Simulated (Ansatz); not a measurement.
# GaN: stress in a strained cell

GaN is deformed so: x and y strained by -3 %, z held. What stress and forces result, by LAPW, PAW and all-electron datasets made for the crystal?

Computed with Ansatz 0.2.0 (DFT PBE, scalar-relativistic, unless a step's input says otherwise).

2 further runs of the same task are left out: 2 set aside as unsound or not needed.

## Step 1: Starting point

Symmetry: Fm-3m, No. 225, cubic system. The conventional cell has a = 4.268 Å, b = 4.268 Å, c = 4.268 Å, α = 90.00°, β = 90.00°, γ = 90.00°. Ga (site symmetry m-3m) has 6 N at 2.13 Å as nearest neighbours. N (site symmetry m-3m) has 6 Ga at 2.13 Å as nearest neighbours.

Coordinates:

```
Ga N
1.0
     0.00000    2.13412    2.13412
     2.13412    0.00000    2.13412
     2.13412    2.13412    0.00000
Ga N
1 1
Direct
  0.00000 0.00000 0.00000
  0.50000 0.50000 0.50000
```

Atoms are numbered in the order of the input: Ga1, N2.

## Step 2: After the deformation

Space group Fm-3m before, I4/mmm after.

## Step 3: All-electron LAPW

File input.yaml:

```yaml
crystal:
  lattice:
    - [0.0, 2.0700981178, 2.1341217709]
    - [2.0700981178, 0.0, 2.1341217709]
    - [2.0700981178, 2.0700981178, 0.0]
  atoms:
    - { symbol: Ga, position: [0.0, 0.0, 0.0] }
    - { symbol: "N", position: [0.5, 0.5, 0.5] }
kpoints:
  mp_grid: { grid: [13, 13, 13] }
scf:
  occupations: { method: fermi_dirac, width: 0.05 }
hamiltonian:
  xc: pbe
  pseudopotentials: { kind: all_electron, lapw: { basis_error: 0.00025 } }
output:
  forces: true
  stress: true
  eigenvalues: true
```

Started as:

```bash
ansatz run input.yaml --threads 1 --pin off --max-ram 2048MiB --backend cpu --events-out ev --progress --plain --runs-dir out
```

## Step 4: Frozen-core PAW

Changes to input.yaml since step 3:

```diff
@@ -14,3 +14,3 @@
   xc: pbe
-  pseudopotentials: { kind: all_electron, lapw: { basis_error: 0.00025 } }
+  pseudopotentials: { kind: paw }
 output:
@@ -19 +19,2 @@
   eigenvalues: true
+  efg: { contact_densities: true }
```

## Step 5: All-electron PAW on datasets made for the crystal

Changes to input.yaml since step 4:

```diff
@@ -14,3 +14,3 @@
   xc: pbe
-  pseudopotentials: { kind: paw }
+  pseudopotentials: { kind: all_electron, datasets: crystal }
 output:
```

(Steps that only read results are left out.)

**Question.** What will these runs give? Wanted: pressure; largest shear or deviatoric stress.

The runs gave:

| quantity | value |
| --- | --- |
| pressure | LAPW 15.11, PAW 15.08, crystal datasets 15.11 GPa |
| largest shear or deviatoric stress (LAPW) | 4.76 GPa |

What this shows: The largest part of the stress beyond the pressure is 4.76 GPa in size, in the zz component; the atoms are carried along and not relaxed. No run of the undeformed cell stands beside it, so the pressure holds what the given cell had before the change. PAW: stress within 0.05 GPa of LAPW. Crystal datasets: stress within 0.01 GPa of LAPW.
